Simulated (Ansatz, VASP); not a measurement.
# Gd: VASP beside Ansatz

```
Gd
1.0
    -1.76308    1.76308    1.76308
     1.76308   -1.76308    1.76308
     1.76308    1.76308   -1.76308
Gd
1
Direct
  0.00000 0.00000 0.00000
```

Change from the starting cell: volume scaled by 0.66, LAPW.

Alike in both runs: task single point; functional PBE; k mesh 11 × 11 × 11; occupations fermi-dirac, width 0.03 eV; collinear spin.

|  | VASP | Ansatz |
| --- | --- | --- |
| version | VASP 6.6.1 | Ansatz 0.2.0 |
| potentials or method | VASP PAW PBE potentials, release 64 (Gd), cutoff 520 eV | all-electron LAPW, scalar-relativistic |

Ansatz gave:

```
pressure (GPa)                                                : 27.0
net moment per atom (μB)                                      : 7.59
size of the moment on the site where the two differ most (μB) : 7.41
```

Q: Which values does VASP return?

A: Pressure (GPa): 27.4; net moment per atom (μB): 7.60; size of the moment on the site where the two differ most (μB): 7.05.

Site moments also hang on the region over which each program counts them. Ansatz ran all-electron here, so the differences hold the error of VASP's frozen core and of both bases.

Caveats: so large a pressure means that the cell lies far from this level's equilibrium, or that cutoff or potentials fall short (VASP). The state reached can hang on the start; a lower one may exist.
